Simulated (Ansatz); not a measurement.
## Sn: strain and displacement

```
Sn
1.0
     0.00000    3.24560    3.24560
     3.24560    0.00000    3.24560
     3.24560    3.24560    0.00000
Sn
2
Direct
  0.50000 0.50000 0.50000
  0.75000 0.75000 0.75000
```

Atom numbers follow the list: Sn1, Sn2.

The conventional cell has a = 6.491 Å, b = 6.491 Å, c = 6.491 Å, α = 90.00°, β = 90.00°, γ = 90.00°. Sn (atom 1) has 4 Sn at 2.81 Å as nearest neighbours.

The cell is COD entry 9008568, as deposited and not checked against the literature; nothing was relaxed.

No spin–orbit coupling, which matters for the heavy atoms here.

Computed with DFT, PBE, all-electron PAW with datasets made for the crystal, scalar-relativistic in Ansatz 0.2.0.

Settings: a Γ-centred 9×9×9 k mesh, Fermi–Dirac smearing of 0.03 eV, cutoff 240 eV (chosen by the program for this cell), no spin polarisation.

The unchanged cell is at 3.19 GPa.

In a metal, stresses and small energies carry noise from the k mesh.

x, y and z are the Cartesian axes of the cell as listed; fractional coordinates follow a strain, and an engineering shear is twice the off-diagonal strain component.

Question: With this change (equal xy, yz and zx engineering shear strains of -3 %), what becomes of the energy and stress and forces?

Answer: Energy change +17 meV/atom; stress change (xx, yy, zz, yz, xz, xy) 0.22, 0.22, 0.22, 1.73, 1.73, 1.73 GPa, compression positive; change of the force on Sn2 (0.340, 0.340, 0.340) eV/Å.

With equal xy, yz and zx engineering shear strains of -1 %: energy change +2 meV/atom; stress change (xx, yy, zz, yz, xz, xy) 0.02, 0.02, 0.02, 0.54, 0.54, 0.54 GPa, compression positive; change of the force on Sn1 (-0.105, -0.105, -0.105) eV/Å.

Question: With this change (equal xy, yz and zx engineering shear strains of +2 %), what becomes of the energy and stress and forces?

Answer: Energy change +7 meV/atom; stress change (xx, yy, zz, yz, xz, xy) 0.10, 0.10, 0.10, -1.02, -1.02, -1.02 GPa, compression positive; change of the force on Sn1 (0.178, 0.178, 0.178) eV/Å.

Question: With this change (equal xy, yz and zx engineering shear strains of -2 %), what becomes of the energy and stress and forces?

Answer: Energy change +7 meV/atom; stress change (xx, yy, zz, yz, xz, xy) 0.09, 0.09, 0.09, 1.12, 1.12, 1.12 GPa, compression positive; change of the force on Sn2 (0.216, 0.216, 0.216) eV/Å.

Question: With this change (equal xy, yz and zx engineering shear strains of +1 %), what becomes of the energy and stress and forces?

Answer: Energy change +2 meV/atom; stress change (xx, yy, zz, yz, xz, xy) 0.02, 0.02, 0.02, -0.52, -0.52, -0.52 GPa, compression positive; change of the force on Sn1 (0.093, 0.093, 0.093) eV/Å.

Question: With this change (equal xy, yz and zx engineering shear strains of +3 %), what becomes of the energy and stress and forces?

Answer: Energy change +15 meV/atom; stress change (xx, yy, zz, yz, xz, xy) 0.22, 0.22, 0.22, -1.50, -1.50, -1.50 GPa, compression positive; change of the force on Sn1 (0.256, 0.256, 0.256) eV/Å.
